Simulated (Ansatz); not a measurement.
# CdTe: band gap under strain

Aim: follow the gap of CdTe (zincblende) through these states: +1.0 % shear in the xy plane; +5.0 % equal strain in all directions; +5.0 % biaxial strain in x and y, free along z. The table at the end shows which levels were run.

Program: Ansatz 0.2.0. PAW datasets, plane waves. (Simulation; spin polarisation is off.)

**1. The structure to begin with**

The unstrained cell was relaxed with r2SCAN; in each strained cell the atoms were relaxed again with r2SCAN. Names of k-points are those of the unstrained zone, where strain can split equivalent points. First state: +1.0 % shear in the xy plane.

The symmetry is Imm2 (No. 44, orthorhombic); a = 4.615 Å, b = 4.662 Å, c = 6.560 Å in the conventional setting, 35.29 Å³ an atom. Cd has 4 Te at 2.84 Å; Te has 4 Cd at 2.84 Å.

The structure in full:

```cif
data_structure
_symmetry_space_group_name_H-M 'Imm2'
_symmetry_Int_Tables_number 44
_cell_length_a 4.6154
_cell_length_b 4.6617
_cell_length_c 6.5599
_cell_angle_alpha 90.000
_cell_angle_beta 90.000
_cell_angle_gamma 90.000
_cell_volume 141.14
loop_
_atom_site_label
_atom_site_type_symbol
_atom_site_symmetry_multiplicity
_atom_site_Wyckoff_symbol
_atom_site_fract_x
_atom_site_fract_y
_atom_site_fract_z
_atom_site_occupancy
Cd1 Cd 2 a 0.50000 0.50000 0.49902 1
Te1 Te 2 b 0.00000 0.50000 0.75098 1
```

From earlier runs on the unstrained cell: PBE 0.66 eV, r2SCAN 1.16 eV, HSE06 1.53 eV, G0W0 1.21 eV (on its mesh); a = 6.560 Å.

**2. +1.0 % shear in the xy plane: PBE**

File input.yaml:

```yaml
crystal:
  lattice:
    - [0.0163997756, 3.2799551159, 3.2799551159]
    - [3.2799551159, 0.0163997756, 3.2799551159]
    - [3.2963548915, 3.2963548915, 0.0]
  atoms:
    - { symbol: Cd, position: [0.0009837482, 0.0009837482, -0.0009837482] }
    - { symbol: Te, position: [0.2490162518, 0.2490162518, 0.2509837482] }
kpoints:
  mp_grid: { grid: [6, 6, 6] }
  band_path:
    path:
      - [0.0, 0.0, 0.0]
      - [-0.5, -0.5, 0.0]
      - [-0.375, -0.375, 0.25]
      - [-0.375, 0.0, 0.375]
      - [0.0, 0.0, 0.5]
      - [-0.5, -0.25, 0.25]
    npoints: 1
hamiltonian:
  xc: pbe
scf:
  occupations: { method: fermi_dirac, width: 0.02 }
  n_extra_bands: 4
output:
  forces: true
  stress: true
  eigenvalues: true
```

Command:

```bash
ansatz run input.yaml --threads 4 --pin off --max-ram 4608MiB --backend cpu --events-out ev --progress --plain --runs-dir out
```

After this run come: +1.0 % shear in the xy plane: r2SCAN; +1.0 % shear in the xy plane: HSE06; +1.0 % shear in the xy plane: G0W0@PBE; +5.0 % equal strain in all directions: PBE; +5.0 % equal strain in all directions: r2SCAN; +5.0 % equal strain in all directions: HSE06; +5.0 % biaxial strain in x and y, free along z: PBE; +5.0 % biaxial strain in x and y, free along z: r2SCAN; +5.0 % biaxial strain in x and y, free along z: HSE06; +5.0 % biaxial strain in x and y, free along z: G0W0@PBE.

What does the calculation give?

As calculated:

Least gap in eV (negative: overlap), with the change from the unstrained cell in brackets. G0W0 is on its own coarse mesh.

```
                                         state  volume change (%)           PBE        r2SCAN         HSE06          G0W0
                  +1.0 % shear in the xy plane               -0.0  0.64 (-0.02)  1.13 (-0.03)  1.50 (-0.03)  1.18 (-0.03)
         +5.0 % equal strain in all directions              +15.8  0.25 (-0.41)  0.71 (-0.45)  1.03 (-0.50)             –
+5.0 % biaxial strain in x and y, free along z               +2.4  0.35 (-0.31)  0.84 (-0.32)  1.19 (-0.34)  0.85 (-0.36)
```

**Reading.** The largest move of the HSE06 gap in the table is -0.492 eV, under +5.0 % equal strain in all directions. PBE and HSE06 differ by 0.86 eV on the unstrained gap, and by at most 0.08 eV on its change: the two disagree on the size of the gap but agree on its response to strain. Spin-orbit coupling is left out of the table, though the cell holds Te (Z = 52); in an element this heavy it can shift bands and gaps by tenths of an eV. No extrapolation in bands, cutoff or mesh was made for G0W0.
